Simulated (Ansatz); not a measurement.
# Sb (Pm-3m) in Ansatz: convergence with k mesh

Aim: find how far k mesh must go before the results for Sb settle, at PBE. This setting moves, with any that are tied to it; all else stays.

All numbers are computed with Ansatz 0.2.0; they aren't measurements. Logs are shortened: lines on timing, memory, paths and dates and some standing lists are left out, and cuts for length are marked.

**1. Starting point**

It takes space group Pm-3m (No. 221, cubic). The conventional cell has a = 3.160 Å, b = 3.160 Å, c = 3.160 Å, α = 90.00°, β = 90.00°, γ = 90.00°. Sb (site symmetry m-3m) has 6 Sb at 3.16 Å as nearest neighbours.

This isn't the form of Sb at room conditions, which is rhombohedral.

**2. With k mesh 3 × 3 × 3**

File input.yaml:

```yaml
crystal:
  lattice:
    - [3.16, 0.0, 0.0]
    - [0.0, 3.16, 0.0]
    - [0.0, 0.0, 3.16]
  atoms:
    - { symbol: Sb, position: [0.0, 0.0, 0.0] }
hamiltonian:
  xc: pbe
  pseudopotentials: { kind: paw_fr }
magnetization:
  noncollinear: true
  spin_orbit: true
kpoints:
  mp_grid: { grid: [3, 3, 3] }
scf:
  occupations: { method: gaussian, width: 0.05 }
output:
  forces: true
  stress: true
  eigenvalues: true
```

Potentials or basis: Ansatz PAW.

The run is started by

```
$ ansatz run input.yaml --threads 2 --pin off --max-ram 5632MiB --backend cpu --events-out ev --progress --plain --runs-dir out
```

It took 3.6 s on 2 threads of Intel Xeon at 2.50GHz (Skylake/Cascade Lake), shared host; peak memory 0.38 GiB.

What came out:

```
Free energy            : -6486.5649 eV
Pressure               : -1.9 GPa
Band gap on the k mesh : none (metal or under the smearing width)
```

**3. With k mesh 4 × 4 × 4**

input.yaml: that of step 2 with these lines changed.

```diff
@@ -14,3 +14,3 @@
 kpoints:
-  mp_grid: { grid: [3, 3, 3] }
+  mp_grid: { grid: [4, 4, 4] }
 scf:
```

Potentials or basis: Ansatz PAW.

The run is started by

```
$ ansatz run input.yaml --threads 2 --pin off --max-ram 5632MiB --backend cpu --events-out ev --progress --plain --runs-dir out
```

It took 4.1 s on 2 threads of Intel Xeon at 2.50GHz (Skylake/Cascade Lake), shared host; peak memory 0.38 GiB.

Results:

```yaml
Free_energy: -6486.4594 eV
Pressure: -2.7 GPa
Band_gap_on_the_k_mesh: none (metal or under the smearing width)
```

**4. With k mesh 5 × 5 × 5**

input.yaml: that of step 3 with these lines changed.

```diff
@@ -14,3 +14,3 @@
 kpoints:
-  mp_grid: { grid: [4, 4, 4] }
+  mp_grid: { grid: [5, 5, 5] }
 scf:
```

The run is started by

```
$ ansatz run input.yaml --threads 2 --pin off --max-ram 5632MiB --backend cpu --events-out ev --progress --plain --runs-dir out
```

Run time: 3.5 s. Hardware: 2 threads of Intel Xeon at 2.50GHz (Skylake/Cascade Lake), shared host; peak memory 0.37 GiB.

What came out:

* Free energy: -6486.7691 eV
* Pressure: -2.1 GPa
* Band gap on the k mesh: none (metal or under the smearing width)

**5. With k mesh 6 × 6 × 6**

input.yaml: that of step 4 with these lines changed.

```diff
@@ -14,3 +14,3 @@
 kpoints:
-  mp_grid: { grid: [5, 5, 5] }
+  mp_grid: { grid: [6, 6, 6] }
 scf:
```

The run is started by

```
$ ansatz run input.yaml --threads 2 --pin off --max-ram 5632MiB --backend cpu --events-out ev --progress --plain --runs-dir out
```

Run time: 5.8 s. Hardware: 2 threads of Intel Xeon at 2.50GHz (Skylake/Cascade Lake), shared host; peak memory 0.38 GiB.

What came out:

```
Free energy            : -6486.8722 eV
Pressure               : -2.1 GPa
Band gap on the k mesh : none (metal or under the smearing width)
```

**6. With k mesh 8 × 8 × 8**

input.yaml: that of step 5 with these lines changed.

```diff
@@ -14,3 +14,3 @@
 kpoints:
-  mp_grid: { grid: [6, 6, 6] }
+  mp_grid: { grid: [8, 8, 8] }
 scf:
```

Potentials or basis: Ansatz PAW.

The run is started by

```
$ ansatz run input.yaml --threads 2 --pin off --max-ram 5632MiB --backend cpu --events-out ev --progress --plain --runs-dir out
```

Wall time 7 s (2 threads of Intel Xeon at 2.50GHz (Skylake/Cascade Lake), shared host); peak memory 0.39 GiB.

It converged, with:

| Item | Value |
| --- | --- |
| Free energy | -6486.8229 eV |
| Pressure | -2.1 GPa |
| Band gap on the k mesh | none (metal or under the smearing width) |

**7. With k mesh 10 × 10 × 10**

input.yaml: that of step 6 with these lines changed.

```diff
@@ -14,3 +14,3 @@
 kpoints:
-  mp_grid: { grid: [8, 8, 8] }
+  mp_grid: { grid: [10, 10, 10] }
 scf:
```

The run is started by

```
$ ansatz run input.yaml --threads 2 --pin off --max-ram 5632MiB --backend cpu --events-out ev --progress --plain --runs-dir out
```

Run time: 9.3 s. Hardware: 2 threads of Intel Xeon at 2.50GHz (Skylake/Cascade Lake), shared host; peak memory 0.41 GiB.

The run converged. Its results:

```yaml
Free_energy: -6486.8602 eV
Pressure: -2.5 GPa
Band_gap_on_the_k_mesh: none (metal or under the smearing width)
```

**8. With k mesh 12 × 12 × 12**

input.yaml: that of step 7 with these lines changed.

```diff
@@ -14,3 +14,3 @@
 kpoints:
-  mp_grid: { grid: [10, 10, 10] }
+  mp_grid: { grid: [12, 12, 12] }
 scf:
```

The run is started by

```
$ ansatz run input.yaml --threads 2 --pin off --max-ram 5632MiB --backend cpu --events-out ev --progress --plain --runs-dir out
```

It took 11 s on 2 threads of Intel Xeon at 2.50GHz (Skylake/Cascade Lake), shared host; peak memory 0.44 GiB.

Results (log left out):

```yaml
Free_energy: -6486.8280 eV
Pressure: -2.2 GPa
Band_gap_on_the_k_mesh: none (metal or under the smearing width)
```

**9. With k mesh 14 × 14 × 14**

input.yaml: that of step 8 with these lines changed.

```diff
@@ -14,3 +14,3 @@
 kpoints:
-  mp_grid: { grid: [12, 12, 12] }
+  mp_grid: { grid: [14, 14, 14] }
 scf:
```

Potentials or basis: Ansatz PAW.

The run is started by

```
$ ansatz run input.yaml --threads 2 --pin off --max-ram 5632MiB --backend cpu --events-out ev --progress --plain --runs-dir out
```

Log:

```text
Warning: RAYON_NUM_THREADS=2 ignored (pool sized by the plan → 2); use --threads N
Engine: ansatz 0.2.0, x86_64-unknown-linux-gnu
Pseudopotentials: kind: paw_fr
Pseudopotential: Sb, paw_fr, valence charge 15, recommended cutoff 420 eV (normal), Sb.paw.azcp#standard-fr
Functional definition: PBE
  parameter kappa = 0.804
  parameter beta = 0.06672455060314922
  exchange = pbe_x(kappa = kappa, mu = beta*pi^2/3)
  correlation = pbe_c(beta = beta)
non-collinear run that drives no moment, with spin-orbit: no starting moment large enough to seed its density (crystal.atoms[].spin), no starting occupations that ask for one, no magnetisation constraint and no magnetic field, so the semilocal B_xc is pinned to zero
Crystal: 1 atoms, lattice volume = 31.554 Å³
Basis set: ecut = 420 eV, 619 PW (Γ), exchange–correlation on 48×48×48 points (8 copies of the dense FFT grid, shifted against one another)
Bands: 24, of which v1, the nominal top of the filled ones, is band 15 counted from 1 (14 counted from 0)
Symmetry: 48 space group operations + 48 with time reversal
Magnetic group: BNS 221.93 (UNI 1595), of the structure as read, at distance tolerance 3.2e-5 Å
k-points: 120 of 2744
Projection manifold: j_resolved (fully-relativistic pseudo-atomic orbitals)
Non-local potential: Sb, projectors of the file, l = 0: 2, l = 1: 4, l = 2: 4, l = 3: 4
PAW form: soft (Blöchl's): semilocal exchange-correlation on the pseudo side does not see the compensation charge
PAW one-centre angular grid: Sb, 590 points (default); XC on 96 Gauss nodes
Initial density: superposition of atomic densities (chi_scale 0.1, normalization cell)
Initial wavefunctions: pseudopotential atomic-orbital guess
[... 9 lines left out ...]
SCF iter   8: F=-6486.848153 eV  HF=-6486.848153 eV  |F-HF|=5.37e-11  |Δ(HF+E_count)|=  1.71e-10  Δρ=5.01e-7  dr2=9.35e-11  dr2_m=0.00e0 (ungated)  ethr=7.26e-11  |M|=0.00e0 ∫|m|=0.00e0 μB  |m|>n=0.0e0 m-floor=0.0e0 τ_xc=0.0e0  ⟨swp⟩=1.9  Hψ=4210  notcnv=0
SCF 1 converged in 8 iterations: F = -6486.848153 eV  dr2 = 9.35e-11
SCF converged after 8 iterations
Magnetization: |M| = 0.0000 μB,  M = (+0.0000, +0.0000, +0.0000) μB
Absolute magnetization: 0.0000 μB (∫|m|)
  site 0: m = (+0.0000, +0.0000, +0.0000) μB, |m| = 0.0000 μB  (R = 1.30 Å)
Free energy (F): -6486.848153 eV
Harris-Foulkes:  -6486.848153 eV  (|F-HF|=5.37e-11)
Internal energy: -6486.847292 eV  (E = F + TS)
E sigma→0 (E₀):  -6486.847723 eV
Entropy (-TS):   -0.000861 eV (-0.861 meV/atom)
Fermi energy:    9.080633 eV
--- Per-component energies (eV) ---
  E_band       = -177.747306
  E_kinetic    = 205.942744
  E_local      = -1613.232174  (includes V_loc(G=0)·N_el)
  E_nonlocal   = 362.282239
  E_hartree    = 728.492919
  E_xc         = -138.120374
  E_vxc        = -95.691391  (∫ρ·V_xc dr)
  E_paw        = -4577.684557  (= ΣΔE_a)
  E_vpaw       = -494.034159  (= ΣTr[D̂ρ^β])
  E_aug_tail   = -0.000002  (compensation charges beyond the density's cutoff)
  E_ewald      = -1454.528087
  E_smearing   = -0.000861  (= −TS)
  E_closure    = 0.000000  (closes the sum)
  Σ components = -6486.848153   (vs F -6486.848153, Δ=0.00e0)
--- Forces (eV/Å), atoms counted from 1 ---
  atom   1  Sb    -0.00000000     0.00000000    -0.00000000
  max |Σ_I F_I| component: 9.73e-30 eV/Å
--- Stress (GPa, compression-positive) ---
       -2.151558       0.000000       0.000000
        0.000000      -2.151558       0.000000
        0.000000       0.000000      -2.151558
  P = ⅓ Tr σ = -2.1516 GPa (-21.516 kbar)
--- Band table (eV; the first three rows and the last of 120) ---
  k-point 0: bands = ["-20.6024", "-20.6024", "-20.6024", "-20.6024", "-19.3854", "-19.3854", "-19.3854", "-19.3854", "-19.2988", "-19.2988", "-2.8199", "-2.8199", "11.6381", "11.6381", "12.5500", "12.5500", "12.5500", "12.5500", "16.1883", "16.1883", "16.1883", "16.1883", "17.0666", "17.0666"]
  k-point 1: bands = ["-20.6026", "-20.6026", "-20.6006", "-20.6006", "-19.3855", "-19.3855", "-19.3826", "-19.3826", "-19.3000", "-19.3000", "-2.7502", "-2.7502", "11.1839", "11.1839", "12.1889", "12.1889", "12.6192", "12.6192", "16.2487", "16.2487", "16.6661", "16.6661", "17.6598", "17.6598"]
  k-point 2: bands = ["-20.6030", "-20.6030", "-20.5956", "-20.5956", "-19.3858", "-19.3858", "-19.3745", "-19.3745", "-19.3034", "-19.3034", "-2.5433", "-2.5433", "9.7027", "9.7027", "12.2411", "12.2411", "12.8218", "12.8218", "16.4291", "16.4291", "16.9832", "16.9832", "19.5255", "19.5255"]
  k-point 119: bands = ["-20.5672", "-20.5672", "-20.5672", "-20.5672", "-19.3795", "-19.3795", "-19.2875", "-19.2875", "-19.2875", "-19.2875", "4.3077", "4.3077", "7.1221", "7.1221", "7.8706", "7.8706", "7.8706", "7.8706", "14.0873", "14.0873", "14.0873", "14.0873", "14.1435", "14.1435"]
```

Run time: 16 s. Hardware: 2 threads of Intel Xeon at 2.50GHz (Skylake/Cascade Lake), shared host; peak memory 0.48 GiB.

What came out:

| Quantity | Value |
| --- | --- |
| Free energy | -6486.8482 eV |
| Pressure | -2.2 GPa |
| Band gap on the k mesh | none (metal or under the smearing width) |

**10. Result**

| k mesh | energy less the tightest run, at zero smearing (meV/atom) | pressure (GPa) | SCF cycles | CPU time (s) | peak memory (GiB) |
| --- | --- | --- | --- | --- | --- |
| 3 × 3 × 3 | 286.58 | -1.90 | 7 | 3.1 | 0.38 |
| 4 × 4 × 4 | 390.01 | -2.70 | 7 | 4 | 0.38 |
| 5 × 5 × 5 | 78.91 | -2.11 | 7 | 3.8 | 0.37 |
| 6 × 6 × 6 | -23.32 | -2.10 | 7 | 5.6 | 0.38 |
| 8 × 8 × 8 | 26.10 | -2.10 | 7 | 7.7 | 0.39 |
| 10 × 10 × 10 | -12.26 | -2.45 | 7 | 11 | 0.41 |
| 12 × 12 × 12 | 20.27 | -2.17 | 7 | 16 | 0.44 |
| 14 × 14 × 14 | 0.00 | -2.15 | 8 | 25 | 0.48 |

Against the tightest run, the pressure stays within 0.1 GPa from 12 × 12 × 12 on. Not settled before the last step: the energy (to 1 meV/atom). Meshes of other sizes hit other points, so gaps and Fermi surfaces needn't settle smoothly. The tightest run that finished is the yardstick and may itself not be fully converged.
